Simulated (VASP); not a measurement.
SiC, 8 atoms in the cell. Symmetry: P6_3mc, No. 186, hexagonal system. The conventional cell has a = 3.079 Å, b = 3.079 Å, c = 10.080 Å, α = 90.00°, β = 90.00°, γ = 120.00°. Si (site symmetry 3m) is surrounded by 4 C at 1.89 to 1.90 Å. Around Si (site symmetry 3m) lie 4 C at 1.88 to 1.89 Å. C (site symmetry 3m) has 4 Si at 1.88 to 1.90 Å as nearest neighbours. C (site symmetry 3m) has 4 Si at 1.89 Å as nearest neighbours. The cell is a database's computed one.

* Program: VASP 6.6.1
* Task: dielectric tensor
* Functional: PBEsol
* Potentials or basis: VASP PAW PBE potentials, release 64 (Si, C)
* Cutoff: 600 eV
* k mesh: 15 × 15 × 4
* Occupations: gaussian, width 0.03 eV
* Spin: no spin polarisation
* Monkhorst-Pack mesh: no
* Further INCAR settings: ALGO = Normal; EDIFF = 1e-08

Potentials or basis: VASP PAW PBE potentials, release 64 (Si, C).

Command:

```sh
$ cat potpaw_PBE.64/Si/POTCAR potpaw_PBE.64/C/POTCAR > POTCAR
$ mpirun -np 2 vasp_std > vasp.out
```

Hardware: 2 MPI ranks on Intel(R) Xeon(R) Platinum 8488C (Sapphire Rapids), on a shared host.

Task: Estimate the wall time of this run.

Result: It took 17 min on 2 MPI ranks on Intel(R) Xeon(R) Platinum 8488C (Sapphire Rapids) (shared host), peak memory 1.1 GiB a rank. Counts: scf iterations 120, k points 81.
